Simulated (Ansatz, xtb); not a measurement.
**Group exchange: C2H2 + C2H6O2Si → C2H4Si + C2H4O2**

Species: C2H2 (acetylene) `C#C`, singlet; C2H6O2Si `CC(=O)O[SiH3]`, singlet; C2H4Si `C#C[SiH3]`, singlet; C2H4O2 (acetic acid) `CC(=O)O`, singlet. The partners trade H for SiH3: C–H and O–SiH3 bonds give way to C–SiH3 and O–H.

Shapes, held fixed at every level: PBE0-D4/def2-TZVP. Flexible molecules stand in one conformer, not always the lowest. Programs: Ansatz 0.2.0, xtb 6.7.1. The zero-point and thermal change to 298 K, harmonic and unscaled (PBE0-D4/def2-TZVP), is +2.4 kJ/mol.

```tsv
level	kind	ΔH(298 K) (kJ/mol)	less CCSD(T)/CBS estimate	CPU time (sum over the molecules)
GFN0-xTB	semi-empirical	+10.3	-36.9	0.12 s
PBE-D4/def2-TZVPP	GGA	+33.5	-13.7	14 s
PBE0-D4/def2-TZVPP	global hybrid	+37.0	-10.2	15 s
B2PLYP/def2-TZVPP	double hybrid	+44.3	-2.9	29 s
MP2/def2-SVP	perturbation theory	+40.1	-7.1	–
CCSD/def2-SVP	coupled cluster or CI	+41.3	-5.9	–
CCSD(T)/def2-TZVPP	coupled cluster or CI	+46.4	-0.8	10 min
CCSD(T)/CBS estimate	coupled cluster or CI	+47.2	0.0	12 min
```

The highest level, CCSD(T)/CBS estimate, gives ΔH(298 K) = +47.2 kJ/mol; the levels span +10.3 to +47.2. The column of differences is taken from that level and isn't an error. No measured value is set beside it here. The CBS estimate extrapolates MP2 from def2-TZVPP and def2-QZVPP and adds CCSD(T) − MP2 in the triple-zeta set, cores frozen. Times are processor times on shared x86 and Arm servers, and rough.
